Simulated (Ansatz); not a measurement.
# MgB2: how well frozen cores do

Aim: solve MgB2 at one geometry with full-potential LAPW, PAW with frozen cores and datasets made for this crystal, and see where they agree.

Program: Ansatz 0.2.0. Level of theory: DFT PBE, scalar-relativistic. These are calculated values, not measurements.

## Step 1: Starting point

It takes space group P6/mmm (No. 191, hexagonal). The conventional cell has a = 3.085 Å, b = 3.085 Å, c = 3.523 Å, α = 90.00°, β = 90.00°, γ = 120.00°. Around Mg (site symmetry 6/mmm) lie 12 B at 2.51 Å. Around B (site symmetry -6m2) lie 3 B at 1.78 Å and 6 Mg at 2.51 Å.

As a file:

```
Mg B
1.0
     3.08500    0.00000    0.00000
    -1.54250    2.67169    0.00000
     0.00000    0.00000    3.52300
Mg B
1 2
Direct
  0.00000 0.00000 0.00000
  0.33333 0.66667 0.50000
  0.66667 0.33333 0.50000
```

The structure is an experimental refinement, used without relaxation.

Atoms are numbered in the order of the input: Mg1, B2, B3.

## Step 2: Full-potential LAPW

The input, input.yaml:

```yaml
crystal:
  lattice:
    - [3.0850007055, 0.0, 0.0]
    - [-1.5425003528, 2.6716889817, 0.0]
    - [0.0, 0.0, 3.523]
  atoms:
    - { symbol: Mg, position: [0.0, 0.0, 0.0] }
    - { symbol: B, position: [0.3333333333, 0.6666666667, 0.5] }
    - { symbol: B, position: [0.6666666667, 0.3333333333, 0.5] }
kpoints:
  mp_grid: { grid: [12, 12, 9] }
  band_path:
    path:
      - [0.0, 0.0, 0.0]
      - [0.5, 0.0, 0.0]
      - [0.3333333333, 0.3333333333, 0.0]
      - [0.0, 0.0, 0.0]
      - [0.0, 0.0, 0.5]
      - [0.5, 0.0, 0.5]
      - [0.3333333333, 0.3333333333, 0.5]
      - [0.0, 0.0, 0.5]
      - [0.5, 0.0, 0.5]
    npoints: 14
scf:
  occupations: { method: fermi_dirac, width: 0.05 }
hamiltonian:
  xc: pbe
  pseudopotentials: { kind: all_electron, lapw: { basis_error: 0.0005 } }
output:
  forces: true
  stress: true
  eigenvalues: true
  fatbands: true
  populations: true
  dos: { projected: true, de: 0.2, e_range: [-14, 8] }
```

The run is started by

```
$ ansatz run input.yaml --threads 1 --pin off --max-ram 6144MiB --backend cpu --events-out ev --progress --plain --runs-dir out
```

## Step 3: PAW with frozen cores

input.yaml, as its differences from that of step 2:

```diff
@@ -27,3 +27,3 @@
   xc: pbe
-  pseudopotentials: { kind: all_electron, lapw: { basis_error: 0.0005 } }
+  pseudopotentials: { kind: paw }
 output:
@@ -32,4 +32,9 @@
   eigenvalues: true
-  fatbands: true
+  efg: { contact_densities: true }
   populations: true
+  bader: true
   dos: { projected: true, de: 0.2, e_range: [-14, 8] }
+  write_density: true
+  write_potential: true
+  elf: true
+  volumetric_format: npy
```

## Step 4: Datasets made for this crystal

input.yaml, as its differences from that of step 3:

```diff
@@ -22,3 +22,3 @@
       - [0.5, 0.0, 0.5]
-    npoints: 14
+    npoints: 8
 scf:
@@ -27,3 +27,3 @@
   xc: pbe
-  pseudopotentials: { kind: paw }
+  pseudopotentials: { kind: all_electron, datasets: crystal }
 output:
@@ -33,8 +33 @@
   efg: { contact_densities: true }
-  populations: true
-  bader: true
-  dos: { projected: true, de: 0.2, e_range: [-14, 8] }
-  write_density: true
-  write_potential: true
-  elf: true
-  volumetric_format: npy
```

(Steps that only read results are left out.)

**Question.** What will these runs give? Wanted: pressure; gap; Bader charges; highest ELF.

**Answer**, as computed:

| quantity | value |
| --- | --- |
| pressure | LAPW -1.08, PAW -1.04, crystal datasets -1.08 GPa |
| gap (LAPW) | none |
| Bader charges (PAW) | Mg1 +1.63, B2 -0.82 e |
| highest ELF (PAW) | 0.92, 0.89 Å from B |

In words: At this geometry the cell is under tension of 1.1 GPa, so it would shrink if let go. Bands cross the Fermi level: the crystal is a metal at this level. B 2p carries the largest share, 95 %, of the projected states within 0.3 eV of the Fermi level. The projection holds only the free atom's occupied shells (Mg 3s, B 2s, B 2p in this range). The field gradient at B2, the largest by crystal datasets, is 1.72 by PAW and 1.75 by crystal datasets (10²¹ V/m²), within 5 %. In pressure, PAW differs from LAPW by +0.04 GPa.
